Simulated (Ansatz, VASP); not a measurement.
This is a calculation of In for VASP 6.6.1.

INCAR

```
SYSTEM = In
PREC = Accurate
ENCUT = 520
EDIFF = 1E-6
ISMEAR = -1
SIGMA = 0.05
LREAL = .FALSE.
LASPH = .TRUE.
NELM = 60
ALGO = Normal
ISIF = 2
LWAVE = .FALSE.
LCHARG = .FALSE.
GGA = PS
NBANDS = 12
```

File KPOINTS:

```
regular mesh
0
G
  10 10 10
  0 0 0
```

The input POSCAR:

```
In
1.0
   -1.9072981498      1.9072981498      1.9072981498
    1.9072981498     -1.9072981498      1.9072981498
    1.9072981498      1.9072981498     -1.9072981498
In
1
Direct
    0.0000000000      0.0000000000      0.0000000000
```

Potentials or basis: VASP PAW PBE potentials, release 64 (In_d).

Command:

```console
$ cat potpaw_PBE.64/In_d/POTCAR > POTCAR
$ mpirun -np 1 vasp_std > vasp.out
```

Task: Set up the same calculation for Ansatz 0.2.0. Potentials there: all-electron LAPW, scalar-relativistic.

Result: As run (the cutoff follows the program's own potentials):

File input.yaml:

```yaml
crystal:
  lattice:
    - [-1.9072981498, 1.9072981498, 1.9072981498]
    - [1.9072981498, -1.9072981498, 1.9072981498]
    - [1.9072981498, 1.9072981498, -1.9072981498]
  atoms:
    - { symbol: In, position: [0.0, 0.0, 0.0] }
kpoints:
  mp_grid: { grid: [10, 10, 10] }
scf:
  occupations: { method: fermi_dirac, width: 0.05 }
hamiltonian:
  xc: pbesol
  pseudopotentials: { kind: all_electron, lapw: { basis_error: 0.0005 } }
output:
  forces: true
  stress: true
  eigenvalues: true
```

Potentials or basis: all-electron LAPW, scalar-relativistic.

The run is started by

```bash
$ ansatz run input.yaml --threads 1 --pin off --max-ram 3072MiB --backend cpu --events-out ev --progress --plain --runs-dir out
```

Both were run:

|  | VASP | Ansatz | Ansatz less VASP |
| --- | --- | --- | --- |
| gap on the k mesh at the Fermi level (eV) | none | none | - |
| pressure (GPa) | -2.6 | -2.6 | +0.02 |

A gap of «none» marks a metal or a gap that the smearing closes. Ansatz ran all-electron here, so the differences hold the error of VASP's frozen core and of both bases.

Caveats: the PAW data sets were made with another functional, which shifts forces and pressure a little (VASP).
